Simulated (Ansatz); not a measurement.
## SrVO$_{3}$: checking dH/dP = V

Method: Ansatz, DFT PBE, scalar-relativistic, plane waves, PAW. Settings: 420 eV cutoff, 10×10×10 k-mesh, Gaussian smearing of 0.10 eV, collinear spin.

The relaxed crystal:

```xyz
5
Lattice="3.8589 0.0000 0.0000 0.0000 3.8589 0.0000 0.0000 0.0000 3.8589" Properties=species:S:1:pos:R:3 pbc="T T T"
Sr    1.9294    1.9294    1.9294
V     0.0000    0.0000    0.0000
O     1.9294    0.0000    0.0000
O     0.0000    1.9294    0.0000
O     0.0000    0.0000    1.9294
```

Cell and atoms were relaxed at each target pressure within the start's symmetry (Pm-3m), at zero temperature; other phases can be more stable under pressure. H = E + PV with P the target; E is the free energy at the smearing used, whose derivative the pressure is, per atom and counted from zero pressure.

Starting moments were lost in some runs.

```csv
P (GPa),V (Å³/atom),E − E0 (meV),H − H0 (meV)
0,11.492,0.0,0.0
1,11.428,0.2,71.5
4,11.249,3.0,283.9
12,10.838,23.3,835.1
25,10.307,83.9,1692.1
50,9.556,256.1,3238.2
90,8.744,604.1,5515.7
```

**Question.** Thermodynamics gives dH/dP = V along a relaxed path. Integrate V over P by the trapezoid rule and compare with the computed enthalpies.

**Answer.** With 1 eV/Å³ = 160.22 GPa, each step adds the mean volume times ΔP / 160.22:
| P (GPa) | ∫V dP (meV) | H − H0 (meV) | difference (meV) |
| --- | --- | --- | --- |
| 1 | 71.5 | 71.5 | 0.0 |
| 4 | 283.8 | 283.9 | 0.0 |
| 12 | 835.3 | 835.1 | 0.2 |
| 25 | 1693.1 | 1692.1 | 1.0 |
| 50 | 3242.7 | 3238.2 | 4.5 |
| 90 | 5527.1 | 5515.7 | 11.4 |

V(P) curves upward, so the trapezoid rule runs high; integrating a smooth curve through the same points (P as a polynomial of degree 4 in ln V) puts that excess at about 11.9 meV at 90 GPa, against the 11.4 meV found.

**Question.** At 90 GPa, how much of the enthalpy change is stored energy and how much is the PV term?

**Answer.** E rises by 604 meV/atom and PV is 90 × 8.744 / 160.22 = 4912 meV/atom, so PV makes 89 % of ΔH. So between rival structures at high pressure a small difference in volume can outweigh the difference in energy: 1 % of this volume is worth 49.1 meV/atom at this pressure.

**Question.** What bulk modulus do the lowest pressures give?

**Answer.** From the pressures that the runs reached, -1.03 GPa (11.559 Å³) and 1.03 GPa (11.428 Å³), B = −ΔP/Δln V = 2.06 / 0.0114 = 180 GPa, a mean over that range.

Symmetry holds off the tilts and polar distortions that many cubic perovskites undergo.